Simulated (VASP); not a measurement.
# SnO2 (R-3m) in VASP: settings compared

The runs below take SnO2 through RPA correlation energy, single point, equation of state, with PBE, r2SCAN.

Everything below comes from runs of VASP 6.6.1. Logs are shortened: lines on timing, memory, paths and dates and some standing lists are left out, and cuts for length are marked.

## (1) Starting point

It takes space group R-3m (No. 166, trigonal). The conventional cell has a = 3.234 Å, b = 3.234 Å, c = 14.402 Å, α = 90.00°, β = 90.00°, γ = 120.00°. Sn (site symmetry -3m) has 6 O at 2.13 Å as nearest neighbours. O (site symmetry 3m) has 3 Sn at 2.13 Å as nearest neighbours.

Measurements of this composition are mostly on another form, of space group No. 136.

## (2) RPA correlation energy, PBE

File POSCAR:

```
SnO2
1.0
    1.6170930752      0.9336291223      4.8005925840
   -1.6170930752      0.9336291223      4.8005925840
    0.0000000000     -1.8672582446      4.8005925840
Sn O
1 2
Direct
    0.5000000000      0.5000000000      0.5000000000
    0.7628300000      0.7628300000      0.7628300000
    0.2371700000      0.2371700000      0.2371700000
```

File INCAR.step1:

```
SYSTEM = SnO2
  PREC = Accurate
  ENCUT = 350
  EDIFF = 1E-8
  ISMEAR = 0
  SIGMA = 0.05
  LREAL = .FALSE.
  LASPH = .TRUE.
  NELM = 100
  ALGO = Fast
  LWAVE = .TRUE.
  LCHARG = .FALSE.
  GGA = PE
```

File INCAR.step2:

```
SYSTEM = SnO2
  PREC = Accurate
  ENCUT = 350
  EDIFF = 1E-8
  ISMEAR = 0
  SIGMA = 0.05
  LREAL = .FALSE.
  LASPH = .TRUE.
  NELM = 1
  ALGO = EIGENVAL
  LWAVE = .FALSE.
  LCHARG = .FALSE.
  GGA = PE
  LHFCALC = .TRUE.
  AEXX = 1.0
  ALDAC = 0.0
  AGGAC = 0.0
  ISTART = 1
  PRECFOCK = Fast
```

File INCAR.step3:

```
SYSTEM = SnO2
  PREC = Accurate
  ENCUT = 350
  EDIFF = 1E-8
  ISMEAR = 0
  SIGMA = 0.05
  LREAL = .FALSE.
  LASPH = .TRUE.
  NELM = 1
  ALGO = Exact
  LWAVE = .TRUE.
  LCHARG = .FALSE.
  GGA = PE
  NBANDS = 654
  LOPTICS = .TRUE.
  ISTART = 1
```

File INCAR.step4:

```
SYSTEM = SnO2
  PREC = Accurate
  ENCUT = 350
  EDIFF = 1E-8
  ISMEAR = 0
  SIGMA = 0.05
  LREAL = .FALSE.
  LASPH = .TRUE.
  NELM = 100
  ALGO = ACFDT
  LWAVE = .FALSE.
  LCHARG = .FALSE.
  GGA = PE
  NBANDS = 654
  ENCUTGW = 200
  NOMEGA = 12
  ISTART = 1
  PRECFOCK = Fast
```

File KPOINTS:

```
regular mesh
0
G
  4 4 4
  0 0 0
```

Potentials or basis: VASP PAW PBE potentials, release 64 (Sn_d_GW, O_GW).

The run is started by

```sh
$ cat potpaw_PBE.64/Sn_d_GW/POTCAR potpaw_PBE.64/O_GW/POTCAR > POTCAR
$ cp INCAR.step1 INCAR
$ mpirun -np 1 vasp_std > vasp.out
$ cp INCAR.step2 INCAR
$ mpirun -np 1 vasp_std > vasp.out
$ cp INCAR.step3 INCAR
$ mpirun -np 1 vasp_std > vasp.out
$ cp INCAR.step4 INCAR
$ mpirun -np 1 vasp_std > vasp.out
```

OUTCAR:

```text
SYSTEM = SnO2
   PREC = Accurate
   ENCUT = 350
   EDIFF = 1E-8
   ISMEAR = 0
   LREAL = .FALSE.
   LASPH = .TRUE.
   NELM = 100
   GGA = PE
   ENCUTGW = 200
   ISTART = 1
   PRECFOCK = Fast

 ion  position               nearest neighbor table
   1  0.500  0.500  0.500-   3 2.13   3 2.13   2 2.13   2 2.13   3 2.13   2 2.13
   2  0.763  0.763  0.763-   1 2.13   1 2.13   1 2.13
   3  0.237  0.237  0.237-   1 2.13   1 2.13   1 2.13

  LATTYP: Found a trigonal (rhomboedric) cell.
 ALAT       =     5.1509554948
 COS(alpha) =     0.8028828391

  Lattice vectors:

 A1 = (   1.6170930752,   0.9336291223,   4.8005925840)
 A2 = (  -1.6170930752,   0.9336291223,   4.8005925840)
 A3 = (   0.0000000000,  -1.8672582446,   4.8005925840)

Analysis of symmetry for initial positions (statically):
=====================================================================
 Subroutine PRICEL returns:
 Original cell was already a primitive cell.

 Routine SETGRP: Setting up the symmetry group for a
 trigonal (rhombohedral) supercell.

 Subroutine GETGRP returns: Found 12 space group operations
 (whereof 12 operations were pure point group operations)
 out of a pool of 12 trial point group operations.

The static configuration has the point symmetry D_3d.

Analysis of symmetry for dynamics (positions and initial velocities):
=====================================================================
 Subroutine PRICEL returns:
 Original cell was already a primitive cell.

 Routine SETGRP: Setting up the symmetry group for a
 trigonal (rhombohedral) supercell.

 Subroutine GETGRP returns: Found 12 space group operations
 (whereof 12 operations were pure point group operations)
 out of a pool of 12 trial point group operations.

The dynamic configuration has the point symmetry D_3d.

 Subroutine INISYM returns: Found 12 space group operations
 (whereof 12 operations are pure point group operations),
 and found     1 'primitive' translations

----------------------------------------------------------------------------------------

                                     Primitive cell

  volume of cell :      43.4866

  direct lattice vectors                    reciprocal lattice vectors
     1.617093075  0.933629122  4.800592584     0.309196797  0.178514854  0.069435872
    -1.617093075  0.933629122  4.800592584    -0.309196797  0.178514854  0.069435872
     0.000000000 -1.867258245  4.800592584     0.000000000 -0.357029708  0.069435872

  length of vectors
     5.150955495  5.150955495  5.150955495     0.363719058  0.363719058  0.363719058

  position of ions in fractional coordinates (direct lattice)
     0.500000000  0.500000000  0.500000000
     0.762830000  0.762830000  0.762830000
     0.237170000  0.237170000  0.237170000

  ion indices of the primitive-cell ions
   primitive index   ion index
                 1           1
                 2           2
                 3           3

----------------------------------------------------------------------------------------

 KPOINTS: regular mesh

Automatic generation of k-mesh.
 Grid dimensions read from file:
 generate k-points for:    4    4    4

 Generating k-lattice:

  Cartesian coordinates                     Fractional coordinates (reciprocal lattice)
     0.077299199  0.044628714  0.017358968     0.250000000  0.000000000 -0.000000000
    -0.077299199  0.044628714  0.017358968     0.000000000  0.250000000 -0.000000000
     0.000000000 -0.089257427  0.017358968    -0.000000000 -0.000000000  0.250000000

  Length of vectors
     0.090929764  0.090929764  0.090929764

  Shift w.r.t. Gamma in fractional coordinates (k-lattice)
     0.000000000  0.000000000  0.000000000

 Subroutine IBZKPT returns following result:
 ===========================================

 Found     13 irreducible k-points:

 Following reciprocal coordinates:
            Coordinates               Weight
  0.000000  0.000000  0.000000      1.000000
  0.250000  0.000000  0.000000      6.000000
  0.500000  0.000000  0.000000      3.000000
  0.250000  0.250000  0.000000      6.000000
  0.500000  0.250000  0.000000     12.000000
 -0.250000  0.250000  0.000000      6.000000
  0.500000  0.500000  0.000000      3.000000
  0.250000  0.250000  0.250000      2.000000
  0.500000  0.250000  0.250000      6.000000
 -0.250000  0.250000  0.250000      6.000000
  0.500000  0.500000  0.250000      6.000000
 -0.250000  0.500000  0.250000      6.000000
  0.500000  0.500000  0.500000      1.000000
   k-points           NKPTS =     13   k-points in BZ     NKDIM =     64   number of bands    NBANDS=    654
   number of dos      NEDOS =    301   number of ions     NIONS =      3
   total plane-waves  NPLWV =  32768
   dimension x,y,z NGX =    32 NGY =   32 NGZ =   32
   dimension x,y,z NGXF=    64 NGYF=   64 NGZF=   64
   ions per type =               1   2
   NGX,Y,Z   is equivalent  to a cutoff of  10.33, 10.33, 10.33 a.u.
   NGXF,Y,Z  is equivalent  to a cutoff of  20.66, 20.66, 20.66 a.u.
 SYSTEM =  SnO2
   PREC   = accura    normal or accurate (medium, high low for compatibility)
   ISTART =      1    job   : 0-new  1-cont  2-samecut
   ICHARG =      0    charge: 1-file 2-atom 10-const
   ISPIN  =      1    spin polarized calculation?
   LNONCOLLINEAR =      F non collinear calculations
   LSORBIT =      F    spin-orbit coupling
   LASPH  =      T    aspherical Exc in radial PAW
   ENCUT  =  350.0 eV  25.72 Ry    5.07 a.u.   7.86  7.86  7.86*2*pi/ulx,y,z
   NELM   =    100;   NELMIN=  2; NELMDL=  0     # of ELM steps
   EDIFF  = 0.1E-07   stopping-criterion for ELM
   LREAL  =      F    real-space projection
   EDIFFG = 0.1E-06   stopping-criterion for IOM
   NSW    =      0    number of steps for IOM
   IBRION =     -1    ionic relax: 0-MD 1-quasi-New 2-CG
   NFREE  =      0    steps in history (QN), initial steepest desc. (CG)
   ISIF   =      0    stress and relaxation
   ISYM   =      3    0-nonsym 1-usesym 2-fastsym
   POTIM  = 0.5000    time-step for ionic-motion
   TEBEG  =    0.0;   TEEND  =   0.0 temperature during run
   PSTRESS=    0.0 pullay stress
   NELECT =      26.0000    total number of electrons
   NUPDOWN=      -1.0000    fix difference up-down
   EMIN   =  10.00;   EMAX   =-10.00  energy-range for DOS
   EFERMI =   0.00;   METHOD = LEGACY
   ISMEAR =     0;   SIGMA  =   0.05  broadening in eV -4-tet -1-fermi 0-gaus
   EFERMI_NEDOS =   21; number of points for ismear=-14 and -15
   IALGO  =     38    algorithm
   IMIX   =      4    mixing-type and parameters
     AMIX     =   0.40;   BMIX     =  1.00
     AMIX_MAG =   1.60;   BMIX_MAG =  1.00
  volume/ion in A,a.u.               =      14.50        97.82
  Fermi-wavevector in a.u.,A,eV,Ry     =   1.379158  2.606231 25.879336  1.902078
  Thomas-Fermi vector in A             =   2.504154
   LORBIT       =      0    0 simple, 1 ext, 2 COOP (PROOUT), +10 PAW based schemes
   GGA     = PE    functional components
   LHFCALC =     T    Hartree Fock is set to
   PRECFOCK=fast      Normal, Fast or Accurate (Low or Medium for compatibility)
   ENCUT4O =  -1.0   cutoff for four orbital integrals eV
   NKREDX  =     1    reduce k-point grid by
   NKREDY  =     1    reduce k-point grid by
   NKREDZ  =     1    reduce k-point grid by
   AEXX    =    1.0000 exact exchange contribution
   HFSCREEN=    0.0000 screening length (either q_TF or 0.3 A-1)
   HFSCREENC=   0.0000 screening length for correlation (either q_TF or 0.3 A-1)
   ENCUTFOCK=  -1.0 apply spherical cutoff to Coloumb kernel
   IVDW    =     0    specifies the selected vdW correction
   LEPSILON=     F    determine dielectric tensor
   LRPA    =     F    only Hartree local field effects (RPA)
   LRPAFORCE           =     F    calculate RPA forces
   ENCUTGW             = 200.0    cutoff for response function in eV
   ENCUTGWSOFT         = 160.0    soft cutoff for Coulomb kernel in GW response function in eV
   ENCUTLF             =  -1.0    cutoff for local field effects
   NELMGW              =     1    number of iterations in solving QP/BSE equation
   NELMHF              =     1    number of iterations in the inner HF iteration
   NKREDLFX            =     1    NKREDLFY  =   1   NKREDLFZ  =   1
 non-spin polarized calculation
 Gauss-broadening in eV      SIGMA  =   0.05
  energy-cutoff  :      350.00
  volume of cell :       43.49
 maximum number of plane-waves:       654
  NGX = 18; NGY = 18; NGZ = 18
   NGX = 15   NGY = 15   NGZ = 15
 maximum number of plane-waves:       300

      cutoff energy     smooth cutoff   RPA   correlation   Hartree contr. to MP2
---------------------------------------------------------------------------------
            200.000           160.000      -32.9945539294      -54.5821160295
            190.476           152.381      -32.6109808597      -54.0528403631
            181.406           145.125      -32.2006056711      -53.4777422779
            172.768           138.214      -31.7660574344      -52.8593679107
            164.541           131.632      -31.3098224533      -52.2003934555
            156.705           125.364      -30.8274294592      -51.4940813899
            149.243           119.394      -30.3194138468      -50.7398040305
            142.136           113.709      -29.7958969489      -49.9512364934
  linear regression
  converged value                          -37.7549443289      -61.5103729370
```

Wall time 47 min (1 thread of Intel Xeon Platinum 8488C (Sapphire Rapids), shared host); peak memory 0.69 GiB.

The run converged, but a check on its numbers failed (symmetry, net force, bounds or a known fault of this set-up), so they aren't taken as properties of the crystal.

Caveat: the k mesh is coarse (spacing up to 0.57 Å⁻¹), so the values aren't converged; the cutoff lies under the usual one of these potentials, so the numbers hold a large basis-set error; spin-orbit coupling is left out, which moves the levels of the heavy elements.

(Part 1 of 2 ends here.)
